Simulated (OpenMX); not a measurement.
Crystal: Ge.

```
Ge
1.0
     0.00000    2.82891    2.82891
     2.82891    0.00000    2.82891
     2.82891    2.82891    0.00000
Ge
2
Direct
  0.75000 0.75000 0.75000
  0.50000 0.50000 0.50000
```

Base run:

* Program: OpenMX 3.8.5
* Functional: PBE
* Potentials or basis: OpenMX 2013 PBE set, Ge7.0-s3p2d2f1, grid cutoff 300 Ry
* k mesh: 9 × 9 × 9
* Occupations: fermi-dirac, width 0.05 eV
* Spin: no spin polarisation

Its results: pressure 5.1 GPa.

Task: The run is repeated on the same cell with these changes: potentials or basis from OpenMX 2013 PBE set, Ge7.0-s3p2d2f1, grid cutoff 300 Ry to OpenMX 2013 PBE set, Ge7.0-s2p2d1, grid cutoff 300 Ry; k mesh from 9 × 9 × 9 to 7 × 7 × 7. What comes out?

Result: Pressure 6.2 GPa.

Caveats: the basis of atomic orbitals isn't converged, which shifts pressures, moduli and gaps.
